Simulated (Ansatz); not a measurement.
# C(111) with Li on 25 % of the top atoms and H on the rest: bands and core levels, part 3 of 4

Wanted: the XPS lines and the band structure of C(111) with Li on 25 % of the top atoms and H on the rest.

Ansatz 0.2.0; DFT, PBE, plane-wave PAW, default files, scalar-relativistic.

So far, gap on the k-mesh (eV): step 2 (relaxing the atoms) 0.332.

### Step 3. Bands by layer (continued)

Simulated valence spectra by photon energy, shown to 13 eV, since a deeper line would dwarf them at some energies; the 100 % can be that line's tail at the edge; this run's widths, added to any smearing of the DOS itself: Gaussian 0.3 eV, Lorentzian 0.05 eV. Intensity against binding energy, zero at the valence-band maximum; values in % of the maximum within 13 eV:

```
binding energy (eV)  21.2 eV  150 eV  1486.7 eV  5414.7 eV  9251.7 eV
               -1.0    0.300   0.319      0.125      0.108      0.105
               -0.5    0.759   0.835      0.297      0.249      0.240
                0.0     27.5    32.1       10.9       8.96       8.60
                0.5     15.1    16.6       5.16       4.05       3.85
                1.0     18.6    15.3       3.44       2.47       2.33
                1.5     24.7    20.5       4.84       3.62       3.44
                2.0     52.1    41.8       10.5       7.96       7.59
                2.5     56.0    46.4       12.2       9.49       9.10
                3.0     76.6    60.5       12.8       9.00       8.46
                3.5     62.6    53.0       15.1       12.0       11.5
                4.0     69.4    60.0       18.6       15.3       14.8
                4.5     97.0    80.6       27.4       23.2       22.5
                5.0     94.2    85.6       35.6       31.6       31.0
                5.5     56.3    50.6       19.3       16.8       16.4
                6.0     95.5    92.5       43.1       39.2       38.7
                6.5     43.4    42.3       19.3       17.5       17.2
                7.0     54.9    60.4       36.6       34.7       34.4
                7.5     62.4    71.5       44.4       42.2       41.9
                8.0     62.1    73.5       48.7       46.8       46.5
                8.5     39.8    48.9       34.7       33.7       33.5
                9.0     30.5    57.3       54.2       53.8       53.8
                9.5     6.99    13.0       12.3       12.2       12.2
               10.0     42.4    89.1       90.9       91.2       91.2
               10.5     31.7    62.3       62.3       62.4       62.4
               11.0     44.0    92.7       93.6       93.7       93.7
               11.5        -    78.8       79.6       79.4       79.4
               12.0        -    41.2       39.9       39.7       39.6
               12.5        -    36.9       42.6       43.2       43.3
```

Maxima picked by a test of local sharpness, so broad peaks and shoulders can be missing; peaks within 0.45 eV of a curve's cut are left out. Valence peaks, by row, the first 40 of 67 rows:

```
photon energy (eV)  binding energy (eV)  height (% of the maximum within 13 eV)  main shell  its share (%)
              21.2                10.03                                   43.12        C 2p          82.92
              21.2                9.075                                   32.56        C 2p          82.79
              21.2                8.125                                   63.62        C 2p          84.42
              21.2                7.425                                   63.03        C 2p          88.78
              21.2                6.025                                   96.14        C 2p          91.49
              21.2                4.775                                     100        C 2p          87.21
              21.2                3.625                                   65.21        C 2p          96.15
              21.2                2.975                                   76.91        C 2p          93.58
              21.2                2.125                                   55.85        C 2p          87.78
              21.2               0.9754                                   18.58        C 2p          98.37
              21.2               0.1754                                   37.33        C 2p          88.93
               150                18.38                                   70.76        C 2s          89.77
               150                16.93                                   68.92        C 2s           87.8
               150                15.63                                   101.3        C 2s          87.71
               150                14.63                                   129.7        C 2s          86.91
               150                13.53                                   80.58        C 2s          86.08
               150                11.63                                   90.89        C 2s           71.3
               150                10.93                                     100        C 2s          68.11
               150                10.03                                   90.35        C 2s          69.65
               150                9.075                                    62.1        C 2s          66.24
               150                8.175                                   77.62        C 2p          52.15
               150                7.475                                   72.16        C 2p          57.71
               150                6.025                                   92.72        C 2p           70.7
               150                4.825                                   87.99        C 2p          74.48
               150                2.975                                   61.05        C 2p          88.01
              1487                19.28                                   47.46        C 2s          99.34
              1487                18.38                                   91.39        C 2s          99.22
              1487                17.78                                   64.89        C 2s          99.15
              1487                16.93                                   86.11        C 2s          99.07
              1487                15.63                                   127.4        C 2s          99.07
              1487                14.63                                   162.5        C 2s          99.01
              1487                13.53                                    99.4        C 2s          98.93
              1487                12.83                                   69.94        C 2s          98.72
              1487                11.63                                   92.42        C 2s          97.33
              1487                10.93                                     100        C 2s          96.95
              1487                10.03                                   92.34        C 2s          97.17
              1487                9.075                                    59.2        C 2s          96.67
              1487                8.175                                   53.67        C 2s          92.55
              1487                7.425                                   45.11        C 2s          90.88
              5415                19.93                                   44.06        C 2s          99.87
```

From the valence-band maximum. The planar mean, electrostatic potential by z:

```
z (Å)  planar mean, electrostatic potential (eV)
    0                                       2.84
    1                                       3.45
    2                                       3.52
    3                                       3.52
    4                                       3.52
    5                                       3.51
    6                                       3.25
    7                                      -1.34
    8                                      -14.6
    9                                      -7.70
   10                                      -13.4
   11                                      -9.31
   12                                      -11.4
   13                                      -10.1
   14                                     -0.161
   15                                     -0.356
   16                                       1.48
   17                                       2.02
   18                                       2.17
   19                                       2.20
   20                                       2.21
   21                                       2.40
```

The intensity has structure finer than the step of the table below, so its rows give means over 1 eV, whole bins alone (the curve runs from -22.3 to 1.40 eV). Peaks (eV: height): C K -7.4: 64.1, -6.0: 99.3, -4.8: 99.9, -3.0: 80.9; C K, E along x -7.4: 62.4, -6.0: 99.1, -4.8: 98.7, -2.9: 81.5; C K, E along y -7.4: 62.4, -6.0: 99.1, -4.8: 98.7, -2.9: 81.5; C K, E along z -8.0: 77.7, -6.1: 104, -4.5: 124, -3.1: 87.0.

Shapes are the site's partial DOS without matrix elements, which overweights lines from ligand s bands. The intensity by emission energy less the core level's binding energy, zero at the valence-band maximum; means over each step; values in % of the unpolarised maximum:

```
emission energy less the core level's binding energy (eV)    C K  C K, E along x  C K, E along y  C K, E along z
                                                      -21  0.243           0.195           0.195           0.339
                                                      -20   2.19            2.22            2.22            2.13
                                                      -19   4.94            5.09            5.09            4.62
                                                      -18   7.96            8.51            8.51            6.88
                                                      -17   10.2            11.4            11.4            7.85
                                                      -16   14.9            16.2            16.2            12.2
                                                      -15   14.9            16.9            16.9            10.8
                                                      -14   13.4            15.5            15.5            9.18
                                                      -13   13.4            16.2            16.2            7.58
                                                      -12   23.0            25.6            25.6            17.8
                                                      -11   35.6            32.3            32.3            42.2
                                                      -10   28.2            26.3            26.3            32.0
                                                       -9   22.5            23.5            23.5            20.6
                                                       -8   56.3            50.3            50.3            68.4
                                                       -7   53.2            51.6            51.6            56.4
                                                       -6   78.7            78.0            78.0            80.1
                                                       -5   87.0            80.5            80.5             100
                                                       -4   78.6            80.2            80.2            75.4
                                                       -3   71.4            72.4            72.4            69.4
                                                       -2   46.8            45.6            45.6            49.2
                                                       -1   17.5            22.9            22.9            6.62
                                                        0   15.4            7.52            7.52            31.0
```

Window up to 6.7 eV. Shell moments, by row:

```
element  shell  occupied states an atom  centre of occupied part (eV)  rms width of occupied part (eV)  centre up to the window's top (eV)  rms width up to the window's top (eV)
     Li     2s                   0.5688                        -1.597                            3.928                              0.4844                                   2.74
      H     1s                   0.8733                        -7.288                            4.034                              -3.668                                  6.511
      C     2s                    0.961                         -13.1                             4.32                              -11.03                                  7.136
      C     2p                    3.071                        -6.886                             4.25                               -5.99                                  5.206
     Li    2p*                    0.389                        -6.378                            3.621                               4.544                                  2.197
```

Broadened DOS, unweighted empty DOS against E, zero at the valence-band maximum; read off at these points:

E (eV), broadened DOS, unweighted empty DOS (states/eV/cell) and a bar:
```
    -0.95        0.0 
    -0.75        0.0 
    -0.45        0.0 
    -0.25        0.0 
     0.05        0.2 #
     0.25        0.6 ##
     0.55        1.4 ####
     0.75        1.5 ####
     1.05        1.3 ####
     1.25        1.5 #####
     1.45        1.4 ####
     1.75        0.9 ###
     1.95        1.2 ####
     2.25        2.3 #######
     2.45        2.3 #######
     2.75        2.4 #######
     2.95        3.2 ##########
     3.25        4.1 ############
     3.45        4.3 #############
     3.75        4.8 ##############
     3.95        5.0 ###############
     4.15        4.6 ##############
     4.45        4.2 #############
     4.65        4.8 ##############
     4.95        5.5 ################
     5.15        6.1 ##################
     5.45        8.3 #########################
     5.65        9.4 ############################
     5.95        9.8 #############################
     6.15       10.1 ##############################
```

The spectra weight each projected shell by its atomic cross section (Dirac–Hartree–Slater) and angular factor, for linear light with the analyser at 0° from the polarisation. Broadening, on top of any smearing of the DOS itself: a Gaussian of 0.3 eV and a Lorentzian of 0.05 eV plus 0 times the binding energy (full widths), Fermi edge at 20 K. Each atom is damped by exp[−depth/(λ cos θ)], θ = 60° from the normal, λ from the universal curve. Curves are cut 10 eV under the photon energy, above any shell that the free atom's threshold puts out of reach, or at the lower edge of the window: 11.2 eV at 21.2 eV, 22.3 eV at 150 eV, 22.3 eV at 1486.7 eV, 22.3 eV at 5414.7 eV and 22.3 eV at 9251.7 eV. A star in tables and legends marks shells that hold the states left over by the projection (0.4 % of the filled ones), a stand-in for orbitals that the files don't project on. Dipole terms alone, which is rough above 3 keV; no background, satellites or final-state effects.

Share of each shell in the spectrum's area (%), by photon energy:

```
shell  21.2 eV  150 eV  1486.7 eV  5414.7 eV  9251.7 eV
 H 1s      7.8     1.5        0.3        0.1        0.1
 C 2s      3.0    58.3       95.4       98.8       99.3
 C 2p     88.8    39.9        4.2        1.0        0.6
```

[end of part 3 of 4]

[Logs are printed without paths, hosts, clocks, repeated set-up lines and the standing remarks that a program may print on its own settings, such as how far it seeks lower states.]

[Hosts, paths, dates, database ids (printed as entryN), source tags and the programs' standing remarks are cut or masked in the printed files.]

[Maps of the electrostatic potential energy from Ansatz leave out the sawtooth potential of an applied field or a dipole correction, so their vacuum need not be flat; work functions include it.]
